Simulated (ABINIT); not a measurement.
The system is BN.

```xyz
4
Lattice="2.4982 0.0000 0.0000 -1.2491 2.1635 0.0000 0.0000 0.0000 6.6357" Properties=species:S:1:pos:R:3 pbc="T T T"
N     1.2491    0.7212    1.6589
N     0.0000    1.4424    4.9768
B     1.2491    0.7212    4.9768
B     0.0000    1.4424    1.6589
```

Base run:

```yaml
Program: ABINIT 10.8.3 (patched build)
Functional: PBE
Potentials_or_basis: PseudoDojo NC SR PBE v0.4.1 standard
Cutoff: 1143 eV
k_mesh: 9 × 9 × 3
Occupations: fermi-dirac, width 0.05 eV
Spin: no spin polarisation
```

Its results: band gap on the k mesh 4.46 eV, indirect (least direct gap 4.74 eV); pressure 4.8 GPa.

**Question.** The run is repeated on the same cell with these changes: functional from PBE to LDA; potentials or basis from PseudoDojo NC SR PBE v0.4.1 standard to PseudoDojo NC SR LDA v0.4.1 standard; cutoff from 1143 eV to 952 eV. What comes out?

**Answer.** Band gap on the k mesh 4.28 eV, indirect (least direct gap 4.56 eV); pressure -3.9 GPa.

Caveats: an odd mesh through Γ misses points on the zone boundary, where band edges often lie; this functional lacks dispersion, which binds the layers, so the pressure and a relaxed spacing across them are unreliable (some runs).

Not every run made on this cell is shown here.
